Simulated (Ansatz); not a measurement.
TaS2:

```xyz
3
Lattice="3.3500 0.0000 0.0000 -1.6750 2.9012 0.0000 0.0000 0.0000 5.8600" Properties=species:S:1:pos:R:3 pbc="T T T"
Ta    0.0000    0.0000    0.0000
S     1.6750    0.9671    4.3950
S     0.0000    1.9341    1.4650
```

```yaml
Program: Ansatz 0.2.0
Task: relaxation of cell and atoms
Functional: PBE
Dispersion: D4
Potentials_or_basis: Ansatz PAW
Cutoff: "420 eV (not typed: the program's choice for these potentials)"
k_mesh: 9 × 9 × 5
Occupations: fermi-dirac, width 0.05 eV
Spin: no spin polarisation
```

At the start: volume 18.98 Å³/atom.

Question: Where does the relaxation end?

Answer: It ends after 6 steps and the volume is 19.03 Å³/atom (+0.2 %); space group P-3m1 (No. 164, to 0.05 Å).

Step by step:
| step | energy change (eV) | largest force (eV/Å) | volume (Å³) |
| --- | --- | --- | --- |
| 1 | 0.0000 | 1.2390 | 56.95 |
| 2 | -0.0089 | 0.9298 | 54.10 |
| 3 | -0.0870 | 0.0416 | 56.85 |
| 4 | -0.0891 | 0.0008 | 57.05 |
| 5 | -0.0891 | 0.0003 | 57.08 |
| 6 | -0.0892 | 0.0003 | 57.08 |

Final structure:
```yaml
crystal:
  lattice:
    - [3.34271, 0.00000, 0.00000]
    - [-1.67136, 2.89487, 0.00000]
    - [0.00000, 0.00000, 5.89920]
  atoms:
    - { symbol: Ta, position: [0.00000, 0.00000, 0.00000] }
    - { symbol: S, position: [0.66667, 0.33333, 0.73868] }
    - { symbol: S, position: [0.33333, 0.66667, 0.26132] }
```

Caveat: the plane-wave basis is chosen anew once the cell has moved, so the energies of steps on either side of that aren't comparable.
